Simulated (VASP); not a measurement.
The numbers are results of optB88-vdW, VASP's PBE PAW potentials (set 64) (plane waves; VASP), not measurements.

The input files of a VASP run:

INCAR:
```
LUSE_VDW = .TRUE.
LWAVE = .FALSE.
GGA = BO
IBRION = 2   ! conjugate gradients
LREAL = .FALSE.
ENCUT = 520   ! plane-wave cut-off (eV)
ISMEAR = 0   ! Gaussian
EDIFF = 1E-6   ! SCF stop (eV)
LCHARG = .FALSE.
ISIF = 3   ! ions, shape and volume
LMAXMIX = 4   ! l cut-off of mixed one-centre charges
NELM = 100   ! most electronic steps
ALGO = Normal   ! blocked Davidson
SIGMA = 0.05
PREC = Accurate
AGGAC = 0.0
SYSTEM = BaF2
LASPH = .TRUE.   ! aspherical one-centre terms
PARAM2 = 0.22
EDIFFG = -0.02   ! ionic stop
PARAM1 = 0.1833333333
NSW = 60   ! most ionic steps
```

KPOINTS:
```
Automatic mesh
0
Gamma
6 6 6
0 0 0
```

### POSCAR
```
BaF2
1
    0.0000000000     3.1158332123     3.1158332123
    3.1158332123    -0.0000000000     3.1158332123
    3.1158332123     3.1158332123     0.0000000000
Ba F
1 2
Direct
  0.0000000000   0.0000000000   0.0000000000
  0.2500000000   0.2500000000   0.2500000000
  0.7500000000   0.7500000000   0.7500000000
```

POTCAR, in this order: Ba_sv F (PBE.64 set). Program: vasp_std.

The run wrote:

### OSZICAR
```
       N       E                     dE             d eps       ncg     rms          rms(c)
DAV:   1     0.155764549264E+03    0.15576E+03   -0.13235E+04   512   0.140E+03
DAV:   2    -0.739445957592E+01   -0.16316E+03   -0.15917E+03   656   0.287E+02
DAV:   3    -0.134731779556E+02   -0.60787E+01   -0.60722E+01   672   0.631E+01
DAV:   4    -0.135695618120E+02   -0.96384E-01   -0.96372E-01   664   0.695E+00
DAV:   5    -0.135734548074E+02   -0.38930E-02   -0.38930E-02   688   0.960E-01    0.893E+00
DAV:   6    -0.115535364747E+02    0.20199E+01   -0.11022E+01   512   0.265E+01    0.432E+00
DAV:   7    -0.115316638756E+02    0.21873E-01   -0.42003E-01   656   0.593E+00    0.220E+00
DAV:   8    -0.115163673576E+02    0.15297E-01   -0.66590E-02   576   0.310E+00    0.304E-01
DAV:   9    -0.115184295105E+02   -0.20622E-02   -0.12531E-02   528   0.799E-01    0.133E-01
DAV:  10    -0.115191207109E+02   -0.69120E-03   -0.19993E-03   512   0.373E-01    0.452E-02
DAV:  11    -0.115191027824E+02    0.17928E-04   -0.38100E-04   744   0.146E-01    0.194E-02
DAV:  12    -0.115191006332E+02    0.21493E-05   -0.24240E-05   512   0.406E-02    0.439E-03
DAV:  13    -0.115191003936E+02    0.23959E-06   -0.37861E-06   656   0.128E-02
   1 F= -.11519100E+02 E0= -.11519100E+02  d E =-.115191E+02
```

### OUTCAR
```
------------------------ aborting loop because EDIFF is reached ----------------------------------------
  FORCE on cell =-STRESS in cart. coord.  units (eV):
  Direction    XX          YY          ZZ          XY          YZ          ZX
  --------------------------------------------------------------------------------------
  Total        0.0265988      0.0265988      0.0265988      0.0000000     -0.0000000      0.0000000
  in kB        0.7044015      0.7044015      0.7044015      0.0000000     -0.0000000      0.0000000
  external PRESSURE =       0.7044015 kB  Pullay stress =       0.0000000 kB
  volume of cell :       60.50
      direct lattice vectors                 reciprocal lattice vectors
     0.000000000  3.115833212  3.115833212    -0.160470720  0.160470720  0.160470720
     3.115833212  0.000000000  3.115833212     0.160470720 -0.160470720  0.160470720
     3.115833212  3.115833212  0.000000000     0.160470720  0.160470720 -0.160470720
 POSITION                                       TOTAL-FORCE (eV/Angst)
 -----------------------------------------------------------------------------------
      0.00000      0.00000      0.00000        -0.000000      0.000000      0.000000
      1.55792      1.55792      1.55792        -0.000000     -0.000000     -0.000000
      4.67375      4.67375      4.67375         0.000000     -0.000000      0.000000
 -----------------------------------------------------------------------------------
    total drift:                                0.000000      0.000000      0.000000
  FREE ENERGIE OF THE ION-ELECTRON SYSTEM (eV)
  ---------------------------------------------------
  free  energy   TOTEN  =       -11.5191003936 eV

  energy  without entropy=      -11.5191003936  energy(sigma->0) =      -11.51910039

 reached required accuracy - stopping structural energy minimisation
```
(Selected blocks of OUTCAR.)

The compound is BaF2 in the fluorite structure. It was relaxed first. The start is the result of an earlier pass.
